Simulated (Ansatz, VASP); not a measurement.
Rb: VASP beside Ansatz

```
Rb
1.0
    -2.72182    2.72182    2.80600
     2.72182   -2.72182    2.80600
     2.72182    2.72182   -2.80600
Rb
1
Direct
  0.00000 0.00000 0.00000
```

Change from the starting cell: strain -0.030 along x and y, +0.000 along z, atoms carried along.

Alike in both runs: task single point; functional PBE; k mesh 12 × 12 × 12; occupations gaussian, width 0.15 eV; no spin polarisation.

```csv
,VASP,Ansatz
version,VASP 6.6.1,Ansatz 0.2.0
potentials or method,"VASP PAW PBE potentials, release 64 (Rb_sv)","scalar-relativistic, plane waves, PAW"
plane-wave cutoff (eV),520,420
valence electrons in the cell,9,9
```

```csv
,VASP,Ansatz,Ansatz less VASP
gap on the k mesh at the Fermi level (eV),none,none,-
pressure (GPa),0.3,0.3,0.00
```

A gap of «none» marks a metal or a gap that the smearing closes. With one functional, cell and mesh, what is left measures potentials, basis and numerics.
